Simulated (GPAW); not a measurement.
# Quasiparticle gap of AlP (F-43m) in GPAW, part 2 of 2

Wanted: ground state, empty states, screening and self-energy for AlP (F-43m).

GPAW 26.7.0; PBE and many-body steps on it, plane waves. Known limits of the many-body steps: not at the basis limit; coarse k mesh.

So far. Step 3 (Bands along the symmetry lines): The gap is 1.567 eV, as in the run before at this level. Step 4 (Empty states on the mesh, 4×4×4 mesh, 373 bands): On this mesh the gap is 1.567 eV.

The database entry behind the starting cell differs from later determinations by our own check (0.1 to 0.3 % short, probably kX units), so it need not match the best structure at ambient conditions.

### Step 5. Screening and self-energy, 4×4×4 mesh, 168 bands, screening to 150 eV

G0W0 replaces the xc potential by the self-energy, built once from these orbitals. Only a window of levels is corrected, while the sums run over the empty bands that the input names.

This step: G0W0 on PBE, plane waves, PAW.

File run.py:

```python
import json
import numpy as np
from gpaw.mpi import world
from gpaw.response.g0w0 import G0W0

gw = G0W0('full.gpw',
    filename='gw',
    kpts=[0, 5],
    bands=(2, 6),
    ecut=150,
    nbands=168,
    integrate_gamma='WS',
    ppa=True)
gw.calculate()
res = {mode: {k: v for k, v in r.items() if k != 'sigma_eskwn'}
       for mode, r in gw.all_results.items()}

if world.rank == 0:
    with open('result.json', 'w') as f:
        json.dump(res, f, default=lambda x: x.tolist())
```

The run is started by

```sh
> mpirun -n 4 gpaw python run.py
```

Numbers of over 12 decimals in the logs are rounded to 6 here.

What it wrote:

```text
Using integrator: PointIntegrator
FrequencyGridDescriptor(from 0.000+0.000j to 0.000+27.211j eV, 2 points)
Nonperiodic BCs:  [False False False]
Using integrator: PointIntegrator
FrequencyGridDescriptor(from 0.000+0.000j to 0.000+27.211j eV, 2 points)
Nonperiodic BCs:  [False False False]
  ___  _ _ _
 |   || | | |
 | | || | | |
 |__ ||_____|
 |___|

BZ k-points: Symmetries present (total): 24

  [... matrices ...]
64 k-points: 4 x 4 x 4 Monkhorst-Pack grid + [1/8,1/8,1/8]
8 k-points in the irreducible part of the Brillouin zone
       k-points in crystal coordinates                weights
   0:     0.00000000    0.00000000    0.00000000          1/64
   1:     0.25000000    0.25000000    0.00000000          6/64
   2:     0.25000000    0.25000000    0.25000000          8/64
   3:     0.50000000    0.25000000   -0.25000000          6/64
   4:     0.50000000    0.25000000    0.25000000         12/64
   5:     0.50000000    0.50000000    0.00000000          3/64
   6:     0.50000000    0.50000000    0.25000000         24/64
   7:     0.50000000    0.50000000    0.50000000          4/64

Distributing spins, k-points and bands (1 x 2 x 4) over 4 processes
Number of blocks: 1

Quasi particle states:
k-points (IBZ indices): [0, 5]
Band range: (2, 6)
  [... matrices ...]
Computational parameters:
Plane wave cut-off: 150 eV
Number of bands: 168
Coulomb cutoff: None
Broadening: 0.1 eV

fxc modes: GW
Kernel: RPA
Using Godby-Needs plasmon-pole approximation:
  Fitting energy: i*E0, E0 = 1.000 Hartree
Summing all q:

Calculating screened Coulomb potential
No Coulomb truncation
FrequencyGridDescriptor(from 0.000+0.000j to 0.000+27.211j eV, 2 points)
Removing empty qpoint cache files...

Calculating chi0 body with:
    Ground state adapter containing:
    Number of spins: 1
    Number of kpoints: 64
    Number of irreducible kpoints: 8
    Number of completely occupied states: 4
    Number of partially occupied states: 4
    Occupied states memory: 0.48828125 M / cpu

    Linear response parametrization:
    q_c: [0.0, 0.0, 0.0]
    Number of frequency points: 2
    Planewave cutoff: 150.0
    Number of bands: 168
    Number of planewaves: 169
    Broadening (eta): 1e-06
    comm.size: 4
    kncomm.size: 4
    blockcomm.size: 1

    Memory estimate of potentially large arrays:
        chi0_wGG: 0.871613 M / cpu
Integrating chi0 body.

Symmetries of q_c:
    Direct symmetries (Uq -> q): 24
    Indirect symmetries (TUq -> q): 24
In total 48 allowed symmetries.

  [... matrices ...]
8 groups of equivalent kpoints. 87.5% reduction.

Integral kind: response function
Integrating chi0 head and wings.

Symmetries of q_c:
    Direct symmetries (Uq -> q): 24
    Indirect symmetries (TUq -> q): 24
In total 48 allowed symmetries.

  [... matrices ...]
8 groups of equivalent kpoints. 87.5% reduction.

Integral kind: response function wings

Calculating chi0 body with:
    Ground state adapter containing:
    Number of spins: 1
    Number of kpoints: 64
    Number of irreducible kpoints: 8
    Number of completely occupied states: 4
    Number of partially occupied states: 4
    Occupied states memory: 0.48828125 M / cpu

    Linear response parametrization:
[... the further q-points ...]

Results:
f:      Occupation numbers
eps:     KS-eigenvalues [eV]
vxc:     KS vxc [eV]
exx:     Exact exchange [eV]
sigma:   Self-energies [eV]
dsigma:  Self-energy derivatives
Z:       Renormalization factors
qp:      QP-energies [eV]

k-point 0 (0): (0.000, 0.000, 0.000)                GW
band       f     eps     vxc     exx   sigma  dsigma       Z      qp
                                                                   GW
   2   1.000   4.297 -13.851 -15.979   1.207  -0.292   0.774   3.584
   3   1.000   4.297 -13.851 -15.979   1.207  -0.292   0.774   3.584
   4   0.000   7.640 -13.138  -8.504  -4.302  -0.269   0.788   7.902
   5   0.000   8.862 -11.168  -6.390  -4.348  -0.273   0.785   9.200

k-point 1 (5): (0.500, 0.500, 0.000)                GW
band       f     eps     vxc     exx   sigma  dsigma       Z      qp
                                                                   GW
   2   1.000   2.182 -12.730 -15.725   1.898  -0.310   0.764   1.344
   3   1.000   2.182 -12.730 -15.725   1.898  -0.310   0.764   1.344
   4   0.000   5.864  -9.102  -5.291  -3.743  -0.248   0.801   5.919
   5   0.000   6.763 -10.198  -6.098  -3.848  -0.254   0.797   6.965
```

Elapsed: 29 s, on 4 MPI ranks of Arm Neoverse V1, shared host; peak memory 1.1 GiB.

This step gave:

```yaml
g0w0_gap_on_the_points_computed: 2.335 eV
least_direct_g0w0_gap_on_the_computed_points: 4.317 eV
z_at_the_valence_top: 0.7740
z_at_the_conduction_bottom: 0.8015
starting_gap_on_the_mesh: 1.567 eV
k_of_the_valence_top: 0, 0, 0
k_of_the_conduction_bottom: 0.5, 0.5, 0
```

The gap on the mesh goes from 1.57 eV to 2.34 eV, a correction of +0.77 eV.

Limits: finite bands, cutoff and mesh; coarse k mesh. v1 is the top filled band, c1 the lowest empty one. The levels before and after the correction (eV, zero at the valence-band top of each column):

```tsv
	conduction bottom	valence top
Kohn-Sham	1.57	0.00
G0W0	2.34	0.00
```

```tsv
	level	energy (eV)
Kohn-Sham	Γ v2-v1	0.000
Kohn-Sham	Γ c1	3.343
Kohn-Sham	Γ c2	4.565
Kohn-Sham	(0.5 0.5 0) v2-v1	-2.115
Kohn-Sham	(0.5 0.5 0) c1	1.567
Kohn-Sham	(0.5 0.5 0) c2	2.467
G0W0	Γ v2-v1	0.000
G0W0	Γ c1	4.317
G0W0	Γ c2	5.616
G0W0	(0.5 0.5 0) v2-v1	-2.240
G0W0	(0.5 0.5 0) c1	2.335
G0W0	(0.5 0.5 0) c2	3.381
```

### Step 6. Where the time went

Times are wall times on 4 MPI ranks of Arm Neoverse V1, shared host, good to a factor of about two.

```tsv
step	time	share	memory (GiB)
ground state	4.4 s	10 %	0.58
bands along the symmetry lines	4.7 s	11 %	0.61
empty states on the mesh	5.5 s	13 %	0.75
screening and self-energy	29 s	67 %	1.1
```

### Step 7. Outcome

| Item | Value |
| --- | --- |
| PBE gap | 1.57 eV, indirect |
| G0W0 gap on the mesh | 2.34 eV |
| GW settings | 4×4×4 mesh, 168 bands, screening to 150 eV, Godby-Needs plasmon pole |
| known limits | not at the basis limit; coarse k mesh |

What this shows: G0W0 moves the gap on the mesh from 1.57 eV to 2.34 eV (+0.77 eV), with Z of 0.77 and 0.80 at the edges. Only 2 of the mesh's irreducible points were corrected, so a valley elsewhere could overtake. The dearest step here is «screening and self-energy». Bands and cutoff are finite, so the gap is not at the basis limit. The miss can reach some tenths of an eV and take either sign; the mesh is an error of its own. These stock PAW sets were not made for GW. In the G0W0 run levels were corrected at 2 k points alone, so a gap called «on the mesh» is the least over those, and an edge elsewhere would be missed. The 4×4×4 mesh is coarse for this cell, which bears on the long-range parts of exchange and screening.

[Paths, hosts, dates, memory and timing lines, banners, echoed tables and standing remarks are left out of the program output.]

[Logs are printed without paths, hosts, clocks, repeated set-up lines and the standing remarks that a program may print on its own settings, such as how far it seeks lower states.]

[Runs of the session that timed out or met a known fault of the program may be left out.]

[Hosts, paths, dates, database ids (printed as entryN), source tags and the programs' standing remarks are cut or masked in the printed files.]
